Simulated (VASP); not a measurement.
# Al (Fm-3m) in VASP: notebook

One crystal, Al, is run at these levels: LDA, PBE, PBEsol; tasks: optical spectrum, band structure.

Program: VASP 6.6.1. These are calculated values, not measurements. Logs are shortened: lines on timing, memory, paths and dates and some standing lists are left out, and cuts for length are marked.

## (1) Starting point

Symmetry: Fm-3m, No. 225, cubic system. The conventional cell has a = 4.050 Å, b = 4.050 Å, c = 4.050 Å, α = 90.00°, β = 90.00°, γ = 90.00°. Al (site symmetry m-3m) has 12 Al at 2.86 Å as nearest neighbours.

## (2) Optical spectrum, LDA

File INCAR:

```
PREC     = Accurate       # precision mode
ENCUT    = 520            # plane-wave cutoff, eV
EDIFF    = 1E-6           # SCF threshold, eV
ISMEAR   = -1             # smearing method
SIGMA    = 0.1            # smearing width, eV
LREAL    = False          # projectors in reciprocal space
LASPH    = True           # aspherical terms in the spheres
NELM     = 60             # most SCF steps
ALGO     = Normal         # electronic algorithm
ISIF     = 2              # what is computed and relaxed
LWAVE    = False          # write WAVECAR
LCHARG   = False          # write CHGCAR
GGA      = CA             # functional
LOPTICS  = True           # frequency-dependent dielectric function
NBANDS   = 54             # bands
NEDOS    = 2000           # points of the DOS
CSHIFT   = 0.05
```

File Al.cif:

```cif
data_Al
_cell_length_a 4.04961000
_cell_length_b 4.04961000
_cell_length_c 4.04961000
_cell_angle_alpha 90.00000000
_cell_angle_beta 90.00000000
_cell_angle_gamma 90.00000000
_space_group_name_H-M_alt 'Fm-3m'
_space_group_name_Hall '-F 4 2 3'
_space_group_IT_number 225
loop_
_space_group_symop_operation_xyz
'x,y,z'
'-x,-y,-z'
'-y,x,z'
'y,-x,-z'
'-x,-y,z'
'x,y,-z'
'y,-x,z'
'-y,x,-z'
'x,-y,-z'
'-x,y,z'
'-y,-x,-z'
'y,x,z'
'-x,y,-z'
'x,-y,z'
'y,x,-z'
'-y,-x,z'
'z,x,y'
'-z,-x,-y'
'z,-y,x'
'-z,y,-x'
'z,-x,-y'
'-z,x,y'
'z,y,-x'
'-z,-y,x'
'-z,x,-y'
'z,-x,y'
'-z,-y,-x'
'z,y,x'
'-z,-x,y'
'z,x,-y'
'-z,y,x'
'z,-y,-x'
'y,z,x'
'-y,-z,-x'
'x,z,-y'
'-x,-z,y'
'-y,z,-x'
'y,-z,x'
'-x,z,y'
'x,-z,-y'
'-y,-z,x'
'y,z,-x'
'-x,-z,-y'
'x,z,y'
'y,-z,-x'
'-y,z,x'
'x,-z,y'
'-x,z,-y'
'x,y+1/2,z+1/2'
'-x,-y+1/2,-z+1/2'
'-y,x+1/2,z+1/2'
[... 62 lines left out ...]
'-z+1/2,-x,-y+1/2'
'z+1/2,-y,x+1/2'
'-z+1/2,y,-x+1/2'
'z+1/2,-x,-y+1/2'
'-z+1/2,x,y+1/2'
'z+1/2,y,-x+1/2'
'-z+1/2,-y,x+1/2'
'-z+1/2,x,-y+1/2'
'z+1/2,-x,y+1/2'
'-z+1/2,-y,-x+1/2'
'z+1/2,y,x+1/2'
'-z+1/2,-x,y+1/2'
'z+1/2,x,-y+1/2'
'-z+1/2,y,x+1/2'
'z+1/2,-y,-x+1/2'
'y+1/2,z,x+1/2'
'-y+1/2,-z,-x+1/2'
'x+1/2,z,-y+1/2'
'-x+1/2,-z,y+1/2'
'-y+1/2,z,-x+1/2'
'y+1/2,-z,x+1/2'
'-x+1/2,z,y+1/2'
'x+1/2,-z,-y+1/2'
'-y+1/2,-z,x+1/2'
'y+1/2,z,-x+1/2'
'-x+1/2,-z,-y+1/2'
'x+1/2,z,y+1/2'
'y+1/2,-z,-x+1/2'
'-y+1/2,z,x+1/2'
'x+1/2,-z,y+1/2'
'-x+1/2,z,-y+1/2'
'x+1/2,y+1/2,z'
'-x+1/2,-y+1/2,-z'
'-y+1/2,x+1/2,z'
'y+1/2,-x+1/2,-z'
'-x+1/2,-y+1/2,z'
'x+1/2,y+1/2,-z'
'y+1/2,-x+1/2,z'
'-y+1/2,x+1/2,-z'
'x+1/2,-y+1/2,-z'
'-x+1/2,y+1/2,z'
'-y+1/2,-x+1/2,-z'
'y+1/2,x+1/2,z'
'-x+1/2,y+1/2,-z'
'x+1/2,-y+1/2,z'
'y+1/2,x+1/2,-z'
'-y+1/2,-x+1/2,z'
'z+1/2,x+1/2,y'
'-z+1/2,-x+1/2,-y'
'z+1/2,-y+1/2,x'
'-z+1/2,y+1/2,-x'
'z+1/2,-x+1/2,-y'
'-z+1/2,x+1/2,y'
'z+1/2,y+1/2,-x'
'-z+1/2,-y+1/2,x'
'-z+1/2,x+1/2,-y'
'z+1/2,-x+1/2,y'
'-z+1/2,-y+1/2,-x'
'z+1/2,y+1/2,x'
'-z+1/2,-x+1/2,y'
'z+1/2,x+1/2,-y'
'-z+1/2,y+1/2,x'
'z+1/2,-y+1/2,-x'
'y+1/2,z+1/2,x'
'-y+1/2,-z+1/2,-x'
'x+1/2,z+1/2,-y'
'-x+1/2,-z+1/2,y'
'-y+1/2,z+1/2,-x'
'y+1/2,-z+1/2,x'
'-x+1/2,z+1/2,y'
'x+1/2,-z+1/2,-y'
'-y+1/2,-z+1/2,x'
'y+1/2,z+1/2,-x'
'-x+1/2,-z+1/2,-y'
'x+1/2,z+1/2,y'
'y+1/2,-z+1/2,-x'
'-y+1/2,z+1/2,x'
'x+1/2,-z+1/2,y'
'-x+1/2,z+1/2,-y'
loop_
_atom_site_label
_atom_site_type_symbol
_atom_site_symmetry_multiplicity
_atom_site_Wyckoff_symbol
_atom_site_fract_x
_atom_site_fract_y
_atom_site_fract_z
_atom_site_occupancy
Al1 Al 4 a 0.0000000000 0.0000000000 0.0000000000 1
```

File KPOINTS:

```
Automatic mesh
0
Gamma
  7 7 7
```

File POSCAR:

```
Al
 1.0000000000000000
     4.0496100000000004    0.0000000000000000    0.0000000000000000
     0.0000000000000000    4.0496100000000004    0.0000000000000000
     0.0000000000000000    0.0000000000000000    4.0496100000000004
 Al 
   4
Cartesian
  0.0000000000000000  0.0000000000000000  0.0000000000000000
  0.0000000000000000  2.0248050000000002  2.0248050000000002
  2.0248050000000002  0.0000000000000000  2.0248050000000002
  2.0248050000000002  2.0248050000000002  0.0000000000000000
```

Potentials or basis: VASP PAW LDA potentials, release 64 (Al).

On the command line:

```console
$ ase convert -i cif -o vasp Al.cif POSCAR
$ cat potpaw_LDA.64/Al/POTCAR > POTCAR
$ mpirun -np 1 vasp_std > vasp.out
```

OUTCAR:

```text
PREC = Accurate
   ENCUT = 520
   EDIFF = 1E-6
   ISMEAR = -1
   LREAL = False
   LASPH = True
   NELM = 60
   ISIF = 2
   GGA = CA

 ion  position               nearest neighbor table
   1  0.000  0.000  0.000-   2 2.86   3 2.86   4 2.86   2 2.86   3 2.86   2 2.86   4 2.86   2 2.86
                             3 2.86   4 2.86   3 2.86   4 2.86
   2  0.000  0.500  0.500-   1 2.86   3 2.86   4 2.86   1 2.86   4 2.86   1 2.86   3 2.86   1 2.86
                             3 2.86   4 2.86   4 2.86   3 2.86
   3  0.500  0.000  0.500-   1 2.86   2 2.86   4 2.86   1 2.86   4 2.86   2 2.86   4 2.86   4 2.86
                             1 2.86   2 2.86   1 2.86   2 2.86
   4  0.500  0.500  0.000-   1 2.86   2 2.86   3 2.86   2 2.86   3 2.86   1 2.86   3 2.86   3 2.86
                             1 2.86   2 2.86   2 2.86   1 2.86

  LATTYP: Found a simple cubic cell.
 ALAT       =     4.0496100000

  Lattice vectors:

 A1 = (   4.0496100000,   0.0000000000,   0.0000000000)
 A2 = (   0.0000000000,   4.0496100000,   0.0000000000)
 A3 = (   0.0000000000,   0.0000000000,   4.0496100000)

Analysis of symmetry for initial positions (statically):
=====================================================================
 Subroutine PRICEL returns following result:

  LATTYP: Found a face centered cubic cell.
 ALAT       =     4.0496100000

  Lattice vectors:

 A1 = (   2.0248050000,  -2.0248050000,   0.0000000000)
 A2 = (   2.0248050000,   0.0000000000,   2.0248050000)
 A3 = (   0.0000000000,  -2.0248050000,   2.0248050000)

   4 primitive cells build up your supercell.

 Routine SETGRP: Setting up the symmetry group for a
 simple cubic supercell.
[... 606 lines left out ...]
  in kB      -35.3943079    -35.3943079    -35.3943079      0.0000000      0.0000000     -0.0000000
  external PRESSURE =     -35.3943079 kB  Pullay stress =       0.0000000 kB

 VOLUME and BASIS-vectors are now :
 -----------------------------------------------------------------------------
  energy-cutoff  :      520.00
  volume of cell :       66.41
      direct lattice vectors                 reciprocal lattice vectors
     4.049610000  0.000000000  0.000000000     0.246937359  0.000000000  0.000000000
     0.000000000  4.049610000  0.000000000     0.000000000  0.246937359  0.000000000
     0.000000000  0.000000000  4.049610000     0.000000000  0.000000000  0.246937359

 POSITION                                       TOTAL-FORCE (eV/Angst)
 -----------------------------------------------------------------------------------
      0.00000      0.00000      0.00000         0.000000      0.000000      0.000000
      0.00000      2.02481      2.02481         0.000000      0.000000     -0.000000
      2.02481      0.00000      2.02481        -0.000000     -0.000000     -0.000000
      2.02481      2.02481      0.00000         0.000000     -0.000000     -0.000000
 -----------------------------------------------------------------------------------
    total drift:                                0.000000     -0.000000     -0.000000

  FREE ENERGIE OF THE ION-ELECTRON SYSTEM (eV)
  ---------------------------------------------------
  free  energy   TOTEN  =       -16.7560930805 eV

  energy  without entropy=      -16.6955137111  energy(sigma->0) =      -16.72580340

 electrical conductivity sigma (Mega S m-1) (frequency dependency in vasprun.xml)
  --------------------------------------------------------------------------------------
       0.250      -0.000       0.000
      -0.000       0.250       0.000
      -0.000      -0.000       0.250

  frequency dependent IMAGINARY DIELECTRIC FUNCTION (independent particle, no local field effects) density-density
     E(ev)      X         Y         Z        XY        YZ        ZX
  --------------------------------------------------------------------------------------------------------------
     0.00000     0.00000     0.00000     0.00000     0.00000     0.00000     0.00000
     0.59331    13.86895    13.86895    13.86895    -0.00000    -0.00000    -0.00000
     1.18662    78.37647    78.37647    78.37647    -0.00000     0.00000    -0.00000
     1.77993    26.84956    26.84956    26.84956     0.00000     0.00000     0.00000
     2.37324     2.44009     2.44009     2.44009     0.00000     0.00000    -0.00000
     2.96655     0.78614     0.78614     0.78614    -0.00000    -0.00000    -0.00000
[... 92 lines left out ...]
    58.14429     0.00005     0.00005     0.00005    -0.00000    -0.00000     0.00000
    58.73760     0.00005     0.00005     0.00005    -0.00000    -0.00000     0.00000

  frequency dependent      REAL DIELECTRIC FUNCTION (independent particle, no local field effects) density-density
     E(ev)        X           Y           Z          XY          YZ          ZX
  --------------------------------------------------------------------------------------------------------------
     0.00000    87.63624    87.63624    87.63624     0.00000     0.00000    -0.00000
     0.59331    40.97511    40.97511    40.97511     0.00000     0.00000    -0.00000
     1.18662    86.79918    86.79918    86.79918     0.00000    -0.00000    -0.00000
     1.77993   -58.35258   -58.35258   -58.35258    -0.00000    -0.00000     0.00000
     2.37324   -19.26371   -19.26371   -19.26371    -0.00000    -0.00000     0.00000
     2.96655    -9.45140    -9.45140    -9.45140    -0.00000    -0.00000     0.00000
[... 92 lines left out ...]
    58.14429     0.97237     0.97237     0.97237    -0.00000    -0.00000     0.00000
    58.73760     0.97294     0.97294     0.97294    -0.00000    -0.00000     0.00000

  frequency dependent IMAGINARY DIELECTRIC FUNCTION (independent particle, no local field effects) current-current
     E(ev)      X         Y         Z        XY        YZ        ZX
  --------------------------------------------------------------------------------------------------------------
     0.00000   297.21198   297.21198   297.21198     0.00000     0.00000     0.00000
     0.59331    21.34956    21.34956    21.34956    -0.00000    -0.00000     0.00000
     1.18662   104.85726   104.85726   104.85726    -0.00000     0.00000    -0.00000
     1.77993    17.73231    17.73231    17.73231     0.00000     0.00000    -0.00000
     2.37324     1.40734     1.40734     1.40734    -0.00000    -0.00000     0.00000
     2.96655     0.39739     0.39739     0.39739    -0.00000    -0.00000     0.00000
[... 92 lines left out ...]
    58.14429     0.00000     0.00000     0.00000     0.00000    -0.00000    -0.00000
    58.73760     0.00000     0.00000     0.00000     0.00000    -0.00000    -0.00000

  frequency dependent      REAL DIELECTRIC FUNCTION (independent particle, no local field effects) current-current
     E(ev)        X           Y           Z          XY          YZ          ZX
  --------------------------------------------------------------------------------------------------------------
     0.00000    30.38869    30.38869    30.38869    -0.00000     0.00000     0.00000
     0.59331    46.17052    46.17052    46.17052     0.00000     0.00000    -0.00000
     1.18662    73.11609    73.11609    73.11609    -0.00000    -0.00000     0.00000
     1.77993   -56.96604   -56.96604   -56.96604     0.00000    -0.00000    -0.00000
     2.37324   -18.67691   -18.67691   -18.67691     0.00000     0.00000    -0.00000
     2.96655    -9.28843    -9.28843    -9.28843     0.00000     0.00000    -0.00000
[... 92 lines left out ...]
    58.14429     0.97238     0.97238     0.97238    -0.00000    -0.00000    -0.00000
    58.73760     0.97296     0.97296     0.97296    -0.00000    -0.00000    -0.00000
```

It took 29 s on 1 thread of Intel Xeon Platinum 8559C (Emerald Rapids), shared host; peak memory 0.18 GiB.

What came out:

```
Free energy            : -16.7561 eV
Pressure               : -3.5 GPa
Band gap on the k mesh : none (metal or under the smearing width)
```

Dielectric function (mean over the directions given):
```csv
energy (eV),real part,imaginary part
0.27,41.91,28.55
0.89,60.28,14.46
1.60,-68.43,77.25
2.22,-24.02,4.09
2.94,-9.75,0.85
3.65,-4.56,0.38
4.27,-1.99,0.35
4.98,-1.14,5.60
5.61,-3.21,0.37
6.32,-1.61,0.16
7.03,-0.94,0.07
7.65,-0.54,0.03
8.37,-0.18,0.06
9.08,0.01,0.08
9.70,0.10,0.40
10.41,0.11,0.07
11.04,0.20,0.03
11.75,0.34,0.02
12.46,0.43,0.01
13.08,0.51,0.02
13.79,0.56,0.02
14.51,0.57,0.12
15.13,0.58,0.02
15.84,0.63,0.01
16.46,0.67,0.01
17.18,0.70,0.01
17.89,0.74,0.02
18.51,0.76,0.02
19.22,0.75,0.04
19.94,0.77,0.01
```

Caveat: spectra need much finer meshes, so this one isn't converged; independent-particle spectra lack excitons; the intraband (Drude) part of a metal's response may be missing.

(Continued in part 2 of 2.)
